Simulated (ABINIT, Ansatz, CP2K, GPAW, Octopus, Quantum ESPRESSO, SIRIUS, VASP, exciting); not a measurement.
**One calculation of PtS2, 10 ways**

```
Pt S
1.0
     3.54320    0.00000    0.00000
    -1.77160    3.06850    0.00000
     0.00000    0.00000    5.03880
Pt S
1 2
Direct
  0.00000 0.00000 0.00000
  0.66667 0.33333 0.77300
  0.33333 0.66667 0.22700
```

Alike in all runs: task single point; functional PBEsol; k mesh 9 × 9 × 5; occupations fermi-dirac, width 0.05 eV; no spin polarisation; no spin-orbit coupling. Pressure is positive in compression and, in plane waves, holds the error of the finite cutoff, which Ansatz's Pulay term estimates and takes out.

```tsv
program and potentials	plane-wave cutoff (eV)	notes	pressure (GPa)	largest force (eV/Å)
Ansatz, Ansatz PAW	420	potentials made for PBE, which Ansatz adapts in part; 10 valence electrons an atom on average; Pulay term of +0.03 GPa included	6.39	0.952
VASP, PBE PAW files Pt, S, 520 eV	520	potentials made for PBE; 7.33 valence electrons an atom on average	?	?
Octopus, pseudodojo_pbesol (PseudoDojo 0.4, PBEsol)	-	10 valence electrons an atom on average	-	0.947
SIRIUS, PseudoDojo 0.4.1 PBEsol standard (scalar relativistic)	1152	10 valence electrons an atom on average	6.21	0.938
CP2K, POTENTIAL_UZH Pt GTH-PBE-q18, S GTH-PBE-q6; TZVP-MOLOPT-PBE-GTH basis	-	atomic basis; potentials made for PBE; 10 valence electrons an atom on average	7.93	1.187
GPAW, PAW data sets generated for this functional	600	9.33 valence electrons an atom on average	6.37	0.969
exciting, all-electron LAPW+lo, shipped species files, valence relativity iora*	-	-	-	0.996
Ansatz, all-electron LAPW, scalar-relativistic	-	-	6.40	0.950
ABINIT, PseudoDojo NC SR PBEsol v0.4.1 standard	1143	10 valence electrons an atom on average	6.21	0.938
Quantum ESPRESSO, GBRV 1.5 PBEsol	612	9.33 valence electrons an atom on average	6.04	0.940
```

**Question.** Estimate from the other rows what the run with VASP, PBE PAW files Pt, S, 520 eV gave.

**Answer.** Pressure 6.09 GPa; largest force 0.930 eV/Å. The other rows, which needn't bracket it: pressure 6.04 to 7.93; largest force 0.938 to 1.187.
